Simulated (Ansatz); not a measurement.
# Pt: the cost of one run

Program: Ansatz 0.2.0. Level of theory: DFT PBE, scalar-relativistic, plane waves, PAW. These are calculated values, not measurements.

The COD entry's cell or inner coordinates are ideal or old and differ from later refinements, so a difference from it is no clean test against experiment.

### 1 The structure to begin with

The structure is cubic, space group Fm-3m (No. 225). Conventional cell: a = 3.916 Å, b = 3.916 Å, c = 3.916 Å, α = 90.00°, β = 90.00°, γ = 90.00°. Around Pt (site symmetry m-3m) lie 12 Pt at 2.77 Å.

Structure file:

```cif
data_structure
_symmetry_space_group_name_H-M 'P 1'
_symmetry_Int_Tables_number 1
_cell_length_a 2.7689
_cell_length_b 2.7689
_cell_length_c 2.7689
_cell_angle_alpha 60.000
_cell_angle_beta 60.000
_cell_angle_gamma 60.000
_cell_volume 15.01
loop_
_atom_site_label
_atom_site_type_symbol
_atom_site_fract_x
_atom_site_fract_y
_atom_site_fract_z
_atom_site_occupancy
Pt1 Pt 0.00000 0.00000 0.00000 1
```

The cell is taken as given, not relaxed at this level.

### 2 Zero of energy

The reference gives a free energy of -12523.0038 eV, pressure 11.56 GPa, largest force 0.000 eV/Å and gap on the mesh none (metal). It was computed beforehand with the settings of the runs below.

### 3 The scan: a trigonal deformation path

At fixed volume and fractional coordinates, lengths along (0.577, 0.577, 0.577) are scaled against those across it; ρ is that ratio over its starting value.

### 4 At ρ = 0.500

Contents of input.yaml:

```yaml
crystal:
  lattice:
    - [-0.8222664745, 1.6445329491, 1.6445329491]
    - [1.6445329491, -0.8222664745, 1.6445329491]
    - [1.6445329491, 1.6445329491, -0.8222664745]
  atoms:
    - { symbol: Pt, position: [0.0, 0.0, 0.0] }
basis:
  ecutwfc: 420
kpoints:
  mp_grid: { grid: [24, 24, 24] }
hamiltonian:
  xc: pbe
scf:
  occupations: { method: gaussian, width: 0.15 }
output:
  forces: true
  stress: true
  eigenvalues: true
```

On the command line:

```sh
$ ansatz run input.yaml --threads 1 --pin off --max-ram 2560MiB --backend cpu --events-out ev --progress --plain --runs-dir out
```

Q: Estimate wall time and peak memory on 1 thread of Arm Neoverse V2, shared host.

About 3.7 s, with a peak of 0.33 GiB.
